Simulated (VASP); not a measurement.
# Cu: single point with HSE06

The system is Cu.

```
CELL_PARAMETERS angstrom
0.00000 1.81701 1.81701
1.81701 0.00000 1.81701
1.81701 1.81701 0.00000
ATOMIC_POSITIONS crystal
Cu 0.00000 0.00000 0.00000
```

```yaml
Program: VASP 6.6.1
Task: single point
Functional: HSE06
Potentials_or_basis: VASP PAW PBE potentials, release 64 (Cu)
Cutoff: 450 eV
k_mesh: 11 × 11 × 11
Occupations: methfessel-paxton, width 0.1 eV
Spin: no spin polarisation
```

The pressure is -1.2 GPa and the band gap on the k mesh is none (metal or under the smearing width).

Levels at points of the mesh, in eV from the Fermi level:
| k point | band 3 | band 4 | band 5 | band 6 | band 7 | band 8 | band 9 |
| --- | --- | --- | --- | --- | --- | --- | --- |
| (0.00, 0.00, 0.00) | -4.37 | -4.37 | -3.58 | -3.58 | 23.73 | 26.62 | 26.62 |

It took 6.5 min on 4 MPI ranks on Intel(R) Xeon(R) 6975P-C (Granite Rapids), on a shared host, peak memory 0.22 GiB a rank.

Caveat: the PAW data sets were made with another functional, which shifts forces and pressure a little.
